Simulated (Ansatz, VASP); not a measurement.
# Cross-check of B2As2H (armchair BAs ribbon N=8 H edges) between VASP and Ansatz

Wanted: the spread between two codes on one cell, functional and k mesh. The structure shown is the start of the Ansatz relaxation below; VASP solves that cell, so the two are compared at the walk's first step.

Method: plane waves, with VASP 6.6.1 beside it; single point at PBE, in Ansatz 0.2.0.

### Step 1. Set-up

The cell holds 20 atoms: 8 B, 8 As and 4 H. Cell: a = 21.480 Å, b = 7.000 Å, c = 5.880 Å, α = 90.0°, β = 90.0°, γ = 90.0°. Vacuum lies along a and b. The structure's axis is c.

### Step 2. Ansatz: relaxation, PBE

Ansatz runs on its default PAW (the set named soft_2) files.

The two programs are compared at the cell with which this relaxation starts, whose forces are those of its first step.

File input.yaml:

```yaml
crystal:
  lattice:
    - [21.48, 0.0, 0.0]
    - [0.0, 7.0, 0.0]
    - [0.0, 0.0, 5.88]
  atoms:
    - { symbol: B, position: [0.223418906, 0.5, 0.0] }
    - { symbol: B, position: [0.381464511, 0.5, 0.0] }
    - { symbol: B, position: [0.539510115, 0.5, 0.0] }
    - { symbol: B, position: [0.697555719, 0.5, 0.0] }
    - { symbol: As, position: [0.223418906, 0.5, 0.333333333] }
    - { symbol: As, position: [0.381464511, 0.5, 0.333333333] }
    - { symbol: As, position: [0.539510115, 0.5, 0.333333333] }
    - { symbol: As, position: [0.697555719, 0.5, 0.333333333] }
    - { symbol: H, position: [0.822943941, 0.5, 0.402210884] }
    - { symbol: H, position: [0.162942272, 0.5, 0.460884354] }
    - { symbol: B, position: [0.302441708, 0.5, 0.5] }
    - { symbol: B, position: [0.460487313, 0.5, 0.5] }
    - { symbol: B, position: [0.618532917, 0.5, 0.5] }
    - { symbol: B, position: [0.776578522, 0.5, 0.5] }
    - { symbol: As, position: [0.302441708, 0.5, 0.833333333] }
    - { symbol: As, position: [0.460487313, 0.5, 0.833333333] }
    - { symbol: As, position: [0.618532917, 0.5, 0.833333333] }
    - { symbol: As, position: [0.776578522, 0.5, 0.833333333] }
    - { symbol: H, position: [0.177053487, 0.5, 0.902210884] }
    - { symbol: H, position: [0.837055156, 0.5, 0.960884354] }
kpoints:
  mp_grid: { grid: [1, 1, 14] }
scf:
  occupations: { method: fermi_dirac, width: 0.05 }
hamiltonian:
  xc: pbe
relax:
  cell: { fix: [a, b, alpha, beta, gamma] }
  max_steps: 45
  f_tol: 0.03
```

On the command line:

```sh
$ ansatz run input.yaml --threads 4 --pin off --max-ram 16384MiB --backend cpu --events-out ev --progress --plain --runs-dir out
```

Numbers of over 12 decimals in the logs are rounded to 6 here.

The log of the run:

```text
Engine: ansatz 0.2.0, aarch64-unknown-linux-gnu
Pseudopotentials: kind: paw
Pseudopotential: B, paw, valence charge 3, recommended cutoff 420 eV (normal), B.paw.azcp
Pseudopotential: As, paw, valence charge 15, recommended cutoff 420 eV (normal), As.paw.azcp
Pseudopotential: H, paw, valence charge 1, recommended cutoff 420 eV (normal), H.paw.azcp
Functional definition: PBE
  parameter kappa = 0.804
  parameter beta = 0.066725
  exchange = pbe_x(kappa = kappa, mu = beta*pi^2/3)
  correlation = pbe_c(beta = beta)
Crystal: 20 atoms, lattice volume = 884.117 Å³
Basis set: ecut = 420 eV, 17263 PW (Γ), exchange–correlation on 288×96×80 points (8 copies of the dense FFT grid, shifted against one another)
Bands: 94, of which v1, the nominal top of the filled ones, is band 74 counted from 1 (73 counted from 0)
Symmetry: 4 space group operations
Space group: Pmc21 (ITA 26), of the structure as read, at distance tolerance 9.6e-5 Å
k-points: 8 of 14 (time reversal used)
Non-local potential: B, projectors of the file, l = 0: 2, l = 1: 2, l = 2: 1
Non-local potential: As, projectors of the file, l = 0: 2, l = 1: 2, l = 2: 3, l = 3: 1
Non-local potential: H, projectors of the file, l = 0: 2, l = 1: 1
PAW form: soft (Blöchl's): semilocal exchange-correlation on the pseudo side does not see the compensation charge
PAW one-centre angular grid: B, 110 points (default); XC on 64 Gauss nodes
PAW one-centre angular grid: As, 590 points (default); XC on 64 Gauss nodes
PAW one-centre angular grid: H, 110 points (default); XC on 64 Gauss nodes
Initial density: superposition of atomic densities (neutral atoms: chi_scale 0, normalization atom), corrected by the library's trained network
Initial wavefunctions: pseudopotential atomic-orbital guess
Functional: x = pbe(κ = 0.804, μ = 0.219515), c = pbe(β = 0.066725)
SCF iter   1: F=—  HF=-40153.056268 eV  |F-HF|=—  |Δ(HF+E_count)|=         —  Δρ=1.72e-3  dr2=6.20e-2  ethr=1.77e-3  ⟨swp⟩=6.1  Hψ=2965  notcnv=0  defer=29
preconditioner: auto → Resta (q_TF=auto, 2.025 Å⁻¹)  ε∞=2.2  [insulator: Δε(μ)=0.895 eV  Ē_g=9.480 eV  σ=0.050 eV  W_gap=1.00  n_scr=118 (ndim 8)  ℏωp=10.3 eV  f_vac=0.595  D(μ)=0.00/eV (n_scr^D=0)  ε∞_Penn≈2.2  vacuum switching on, ρ_ref=6.5e-3 e/Å³]
SCF iter   2: F=—  HF=-40153.078854 eV  |F-HF|=—  |Δ(HF+E_count)|=   2.26e-2  Δρ=8.87e-4  dr2=2.36e-2  ethr=4.19e-5  ⟨swp⟩=3.0  Hψ=1131  notcnv=0  defer=92
SCF iter   3: F=—  HF=-40153.082886 eV  |F-HF|=—  |Δ(HF+E_count)|=   4.03e-3  Δρ=5.24e-4  dr2=1.03e-2  ethr=1.59e-5  ⟨swp⟩=2.2  Hψ=879  notcnv=0  defer=92
SCF iter   4: F=—  HF=-40153.083810 eV  |F-HF|=—  |Δ(HF+E_count)|=   9.24e-4  Δρ=1.83e-4  dr2=6.07e-4  ethr=6.96e-6  ⟨swp⟩=2.0  Hψ=845  notcnv=0  defer=92
SCF iter   5: F=—  HF=-40153.084401 eV  |F-HF|=—  |Δ(HF+E_count)|=   5.92e-4  Δρ=5.94e-5  dr2=4.72e-5  ethr=4.10e-7  ⟨swp⟩=2.2  Hψ=907  notcnv=0  defer=92
SCF iter   6: F=—  HF=-40153.084463 eV  |F-HF|=—  |Δ(HF+E_count)|=   6.22e-5  Δρ=2.47e-5  dr2=6.57e-6  ethr=3.19e-8  ⟨swp⟩=2.0  Hψ=979  notcnv=0  defer=92
SCF iter   7: F=—  HF=-40153.084498 eV  |F-HF|=—  |Δ(HF+E_count)|=   3.50e-5  Δρ=7.61e-6  dr2=5.99e-7  ethr=4.44e-9  ⟨swp⟩=2.0  Hψ=932  notcnv=0  defer=92
SCF iter   8: F=-40153.084501 eV  HF=-40153.084501 eV  |F-HF|=4.12e-9  |Δ(HF+E_count)|=   2.61e-6  Δρ=2.44e-6  dr2=7.72e-8  ethr=6.76e-11  ⟨swp⟩=5.0  Hψ=2398  notcnv=0
SCF 1 converged in 8 iterations: F = -40153.084501 eV  dr2 = 7.72e-8
  greatest PAW one-centre occupation: 0.999 electrons in one spin orbital (limit 2), on the As atom at site 16 (counted from 0), in its partial waves of l = 2
relax step   1: F+E_penalty+E_count = -40153.08450110 eV  Δ(F+E_penalty+E_count) = +0.000e0 eV  max|allowed force component| = 1.085e0 eV/Å  Δτ_max = 0.0000 Å  P = -0.212 GPa  Ω = 884.117 Å³  fix = [a, b, alpha, beta, gamma]  reactions: a -0.427, b +0.400 GPa  (8 SCF iters, dr2 threshold 1.00e-7 eV, accepted)
[...]
relax step   3: F+E_penalty+E_count = -40153.26078979 eV  Δ(F+E_penalty+E_count) = -2.257e-2 eV  max|allowed force component| = 1.059e-1 eV/Å  Δτ_max = 0.0249 Å  P = +0.108 GPa  Ω = 883.248 Å³  energy of the carried Pulay correction = +1.866e-4 eV  fix = [a, b, alpha, beta, gamma]  reactions: a -0.027, b +0.393 GPa  (6 SCF iters, dr2 threshold 2.00e-6 eV, accepted)
[...]
relax step   4: F+E_penalty+E_count = -40153.26176088 eV  Δ(F+E_penalty+E_count) = -9.711e-4 eV  max|allowed force component| = 4.359e-3 eV/Å  Δτ_max = 0.0051 Å  P = +0.130 GPa  Ω = 883.187 Å³  energy of the carried Pulay correction = +1.998e-4 eV  fix = [a, b, alpha, beta, gamma]  reactions: a -0.003, b +0.392 GPa  (5 SCF iters, dr2 threshold 7.01e-7 eV, accepted)
[...]
relax step   5: F+E_penalty+E_count = -40153.26153183 eV  Δ(F+E_penalty+E_count) = +2.291e-4 eV  max|allowed force component| = 4.348e-3 eV/Å  Δτ_max = 0.0000 Å  P = +0.130 GPa  Ω = 883.187 Å³  fix = [a, b, alpha, beta, gamma]  reactions: a -0.004, b +0.392 GPa  stress off target by 6.11e-4 GPa on what of the cell is left free  SCF on the basis re-selected at this cell (its energy is not comparable with the rows above)  (5 SCF iters)
basis re-selected at this cell: Δ(F+E_penalty+E_count) = +2.291e-4 eV, ΔP = -0.001 GPa vs the last step (what re-selecting the basis moved, of the pressure what is left beyond the Pulay correction that the steps carried, after the strain that the cell walked since its last selection, with what the two solves' SCF thresholds leave and, on support functions, any second-order correction that the steps lacked; it is no m [...]
SCF converged after 5 iterations
Free energy (F): -40153.261532 eV
Harris-Foulkes:  -40153.261532 eV  (|F-HF|=1.16e-10)
Internal energy: -40153.261500 eV  (E = F + TS)
E sigma→0 (E₀):  -40153.261516 eV
Entropy (-TS):   -0.000032 eV (-0.002 meV/atom)
Fermi energy:    -0.323638 eV
--- Per-component energies (eV) ---
  E_band       = -3354.386459
  E_kinetic    = 1247.816772
  E_local      = -50651.943087  (includes V_loc(G=0)·N_el)
  E_nonlocal   = -5253.785433
  E_hartree    = 25227.653665
  E_xc         = -912.274787
  E_vxc        = -966.315131  (∫ρ·V_xc dr)
  E_paw        = -15323.618341  (= ΣΔE_a)
  E_vpaw       = 1814.537957  (= ΣTr[D̂ρ^β])
  E_aug_tail   = -0.004928  (compensation charges beyond the density's cutoff)
  E_ewald      = 5512.894639
  E_smearing   = -0.000032  (= −TS)
  E_closure    = 0.000000  (closes the sum)
  Σ components = -40153.261532   (vs F -40153.261532, Δ=0.00e0)
--- Forces (eV/Å), atoms counted from 1 ---
  atom   1  B     -0.00106733    -0.00000000     0.00021987
  atom   2  B     -0.00002039    -0.00000000     0.00043491
  atom   3  B     -0.00150933     0.00000000    -0.00096457
  atom   4  B     -0.00279460     0.00000000    -0.00137252
  atom   5  As    -0.00392701    -0.00000000     0.00054486
  atom   6  As    -0.00126813     0.00000000    -0.00011996
  atom   7  As     0.00151394    -0.00000000     0.00014398
  atom   8  As    -0.00037756    -0.00000000     0.00059048
  atom   9  H      0.00011936    -0.00000000     0.00160612
  atom  10  H      0.00434792     0.00000000    -0.00108505
  atom  11  B      0.00279460     0.00000000    -0.00137252
  atom  12  B      0.00150933     0.00000000    -0.00096457
  atom  13  B      0.00002039    -0.00000000     0.00043491
  atom  14  B      0.00106733    -0.00000000     0.00021987
  atom  15  As     0.00037756    -0.00000000     0.00059048
  atom  16  As    -0.00151394    -0.00000000     0.00014398
  atom  17  As     0.00126813     0.00000000    -0.00011996
  atom  18  As     0.00392701    -0.00000000     0.00054486
  atom  19  H     -0.00011936    -0.00000000     0.00160612
  atom  20  H     -0.00434792     0.00000000    -0.00108505
  max |Σ_I F_I| component: 3.76e-6 eV/Å
--- Stress (GPa, compression-positive) ---
       -0.003724      -0.000000      -0.000000
       -0.000000       0.391719      -0.000000
       -0.000000      -0.000000       0.000611
  P = ⅓ Tr σ = 0.1295 GPa (1.295 kbar)
--- Relaxed structure (4 steps of the walk, 4 accepted, 1 SCFs on fresh bases) ---
  F+E_penalty+E_count = -40153.26153183 eV   max|allowed force component| = 4.348e-3 eV/Å   (the final SCF, on the basis selected at the relaxed cell)
  cell:  # Å, volume = 883.1866 Å³
    - [21.48, 0, 0]
    - [0, 7.0, 0]
    - [0, 0, 5.873813]
  atoms:
    - { symbol: B, position: [0.223904, 0.5, -0.000528103] }
    - { symbol: B, position: [0.381671, 0.5, 0.00199259] }
    - { symbol: B, position: [0.539175, 0.5, 0.00288281] }
    - { symbol: B, position: [0.696405, 0.5, 0.00337282] }
    - { symbol: As, position: [0.227871, 0.5, 0.324221] }
    - { symbol: As, position: [0.382076, 0.5, 0.335236] }
    - { symbol: As, position: [0.539400, 0.5, 0.335760] }
    - { symbol: As, position: [0.697139, 0.5, 0.337085] }
    - { symbol: H, position: [0.824853, 0.5, 0.402105] }
    - { symbol: H, position: [0.167646, 0.5, 0.454300] }
    - { symbol: B, position: [0.303595, 0.5, 0.503373] }
    - { symbol: B, position: [0.460825, 0.5, 0.502883] }
    - { symbol: B, position: [0.618329, 0.5, 0.501993] }
    - { symbol: B, position: [0.776096, 0.5, 0.499472] }
    - { symbol: As, position: [0.302861, 0.5, 0.837085] }
    - { symbol: As, position: [0.460600, 0.5, 0.835760] }
    - { symbol: As, position: [0.617924, 0.5, 0.835236] }
    - { symbol: As, position: [0.772129, 0.5, 0.824221] }
    - { symbol: H, position: [0.175147, 0.5, 0.902105] }
    - { symbol: H, position: [0.832354, 0.5, 0.954300] }
```

Reading the cycles: dr2 is the Hartree energy of the density residual (eV), the measure of convergence; HF is the Harris–Foulkes estimate of the energy, which meets the free energy F at convergence.

(Continued in part 2 of 2.)

[Lines on the potential files, build, host, timing and source positions are cut from VASP's logs without a mark.]

[Logs are printed without paths, hosts, clocks, repeated set-up lines and the standing remarks that a program may print on its own settings, such as how far it seeks lower states.]

[Hosts, paths, dates, database ids (printed as entryN), source tags and the programs' standing remarks are cut or masked in the printed files.]
